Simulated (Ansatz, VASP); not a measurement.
**One calculation of Pd, two programs**

INCAR

```
SYSTEM = Pd
  PREC = Accurate
  ENCUT = 520
  EDIFF = 1E-6
  ISMEAR = -1
  SIGMA = 0.1
  LREAL = .False.
  LASPH = .True.
  NELM = 60
  ALGO = Normal
  ISIF = 2
  LWAVE = .False.
  LCHARG = .True.
  GGA = RE
  LELF = .True.
  LVHAR = .True.
  NBANDS = 11
```

The input KPOINTS:

```
Automatic mesh
0
Gamma
  13 13 13
  0 0 0
```

Contents of POSCAR:

```
Pd
1.0
    2.7376397081      0.0000000000      0.0000000000
    0.0000000000      2.7376397081      0.0000000000
    0.0000000000      0.0000000000      2.7376397081
Pd
1
Direct
    0.0000000000      0.0000000000      0.0000000000
```

Input for Ansatz:

```yaml
crystal:
  lattice:
    - [2.7376397081, 0.0, 0.0]
    - [0.0, 2.7376397081, 0.0]
    - [0.0, 0.0, 2.7376397081]
  atoms:
    - { symbol: Pd, position: [0.0, 0.0, 0.0] }
hamiltonian:
  xc: revpbe
  pseudopotentials:
    kind: paw
    azcp:
      Pd: "pseudopotentials/Pd.paw.azcp"
basis:
  ecutwfc: 420
  fft_grid_basis: typed
kpoints:
  mp_grid: { grid: [13, 13, 13], shift: [0, 0, 0] }
magnetization:
  spin_polarized: false
scf:
  occupations: { method: fermi_dirac, width: 0.1 }
  lower_state_search: "off"
output:
  stress: true
```

Alike in both runs: task single point; functional revPBE; k mesh 13 × 13 × 13; occupations fermi-dirac, width 0.1 eV; no spin polarisation.

|  | VASP | Ansatz |
| --- | --- | --- |
| version | VASP 6.6.1 | Ansatz 0.2.0 |
| potentials or method | VASP PAW PBE potentials, release 64 (Pd) | plane waves (420 eV) with PAW, scalar-relativistic |
| plane-wave cutoff (eV) | 520 | 420 |
| valence electrons in the cell | 10 | 18 |

Ansatz gave:

```
pressure (GPa) : -9.0
```

Question: Estimate VASP's values.

Answer: Pressure (GPa): -9.2.

The functional is the same, so the differences come from potentials, cutoffs and numerics. The two sets of potentials don't hold the same shells in valence.

Caveats: the PAW data sets were made with another functional, which shifts forces and pressure a little (VASP).
